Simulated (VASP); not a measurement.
Set up this calculation in VASP 6.6.1, as the native input.

```yaml
Task: relaxation of cell and atoms
Functional: PBE
Dispersion: D3(BJ)
Potentials_or_basis: VASP PAW PBE potentials, release 64 (Sn_d, Se)
Cutoff: 600 eV
k_mesh: 4 × 8 × 8
Occupations: gaussian, width 0.03 eV
Spin: no spin polarisation
Further_INCAR_settings: ALGO = Normal; EDIFF = 1e-06; IBRION = 2; EDIFFG = -0.01; NSW = 90; ISIF = 3
```

The structure of SnSe lies in POSCAR:

```
SnSe
1.0
   11.4200000000      0.0000000000      0.0000000000
    0.0000000000      4.1900000000      0.0000000000
    0.0000000000      0.0000000000      4.4600000000
Sn Se
4 4
Direct
    0.1230000000      0.2500000000      0.0910000000
    0.3770000000      0.7500000000      0.5910000000
    0.6230000000      0.2500000000      0.4090000000
    0.8770000000      0.7500000000      0.9090000000
    0.3570000000      0.2500000000      0.0160000000
    0.1430000000      0.7500000000      0.5160000000
    0.8570000000      0.2500000000      0.4840000000
    0.6430000000      0.7500000000      0.9840000000
```

These files were run (other wordings do the same):

INCAR

```
SYSTEM = SnSe
PREC = Accurate ; ENCUT = 600
EDIFF = 1E-6 ; ISMEAR = 0
SIGMA = 0.03 ; LREAL = .FALSE.
LASPH = .TRUE. ; NELM = 80
ALGO = Normal ; ISIF = 3
LWAVE = .FALSE. ; LCHARG = .FALSE.
GGA = PE ; IVDW = 12
IBRION = 2 ; NSW = 90
EDIFFG = -0.01 ; KPAR = 4
```

KPOINTS

```
Automatic mesh
0
G
  4 8 8
  0 0 0
```

Potentials or basis: VASP PAW PBE potentials, release 64 (Sn_d, Se).

Run with:

```console
$ cat potpaw_PBE.64/Sn_d/POTCAR potpaw_PBE.64/Se/POTCAR > POTCAR
$ mpirun -np 4 vasp_std > vasp.out
```

Results of the run:

```yaml
Relaxed_volume: 26.23 Å³/atom
Relaxed_cell: a = 11.495 Å, b = 4.177 Å, c = 4.370 Å, α = 90.00°, β = 90.00°, γ = 90.00°
Space_group_after_relaxing_to_0.05_Å: Pnma (No. 62)
Energy_gained_by_relaxing: 7.1 meV/atom
Ionic_steps: 18
Pressure_after_relaxing: 0.0 GPa
Largest_force_after_relaxing: 0.009 eV/Å
Band_gap_on_the_k_mesh: 0.53 eV, indirect (least direct gap 0.81 eV)
Dispersion_energy_per_atom: -0.369 eV
```

Caveat: spin-orbit coupling is left out, which moves the levels of the heavy elements.

Run time: 22 min on 4 MPI ranks on Intel(R) Xeon(R) 6975P-C (Granite Rapids), on a shared host, peak memory 0.9 GiB a rank.
